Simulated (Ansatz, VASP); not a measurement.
## Two plane-wave programs on GaN

```
CELL_PARAMETERS angstrom
0.00000 2.10852 2.10852
2.10852 0.00000 2.10852
2.10852 2.10852 0.00000
ATOMIC_POSITIONS crystal
Ga 0.00000 0.00000 0.00000
N 0.50000 0.50000 0.50000
```

Alike in both runs: task single point; functional PBE-based global hybrid; k mesh 6 × 6 × 6; no spin polarisation.

|  | VASP | Ansatz |
| --- | --- | --- |
| version | VASP 6.6.1 | Ansatz 0.2.0 |
| potentials or method | VASP PAW PBE potentials, release 64 (Ga_d, N) | plane waves |
| plane-wave cutoff (eV) | 520 | 420 |
| occupations | gaussian, width 0.01 eV | fixed |
| valence electrons in the cell | 18 | 18 |

VASP gave:

- gap on the k mesh at the Fermi level (eV): 3.88
- pressure (GPa): -6.0

**Question.** What did Ansatz give for the same quantities?

**Answer.** gap on the k mesh at the Fermi level (eV): 3.87; pressure (GPa): -7.1.

Ansatz warned: «stress_exchange_threshold_loose».

Caveats: the k mesh is coarse (spacing up to 0.43 Å⁻¹), so the values aren't converged; the PAW data sets were made with another functional, which shifts forces and pressure a little (VASP). A k mesh can miss the band edges.
